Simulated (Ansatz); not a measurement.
PtSe2: all-electron results

```
Pt Se
1.0
     5.78128    0.00000    0.00000
     0.00000    5.78128    0.00000
     0.00000    0.00000    4.02397
Pt Se
2 4
Direct
  0.00000 0.00000 0.00000
  0.50000 0.50000 0.50000
  0.31035 0.31035 0.00000
  0.68965 0.68965 0.00000
  0.81035 0.18965 0.50000
  0.18965 0.81035 0.50000
```

Atom numbers follow the list: Pt1, Pt2, Se3, Se4, Se5, Se6.

The cell was built from the rutile type and relaxed in the same program, and has space group P4_2/mnm; it needn't be a known or the stable phase.

No spin–orbit coupling, which matters for the heavy atoms here.

Levels of theory: DFT, PBE, all-electron LAPW, scalar-relativistic (Ansatz 0.2.0); DFT, PBE, PAW with Ansatz's default frozen-core files, scalar-relativistic (Ansatz 0.2.0).

For LAPW: a Γ-centred 5×5×8 k mesh, Fermi–Dirac smearing of 0.05 eV, basis error target 0.5 meV/atom, no spin polarisation. PAW takes a cutoff of 420 eV at this cell. The Ansatz runs share mesh, smearing and spin set-up. Values come from LAPW unless marked.

```json
{
  "Bader charges (from the PAW run)": "Pt1 +0.08, Se3 -0.04 e",
  "Pressure at this cell": "0.00 GPa",
  "Volume per atom": "22.42 Å³"
}
```

Problem. Löwdin charges (with 0.39 e of the cell spilling out of the atomic basis, so their sizes and signs hang on that basis): what does the calculation give?

Solution. Pt1 0.51, Se3 -0.16 e.

Problem. Predict this quantity. Band gap.

Solution. None at this level of theory (metallic, semimetallic, or a small gap that the functional closes).

Problem. Density of states at the Fermi level (0.2 eV bin): what does the calculation give?

Solution. 7.44 states/eV per cell.
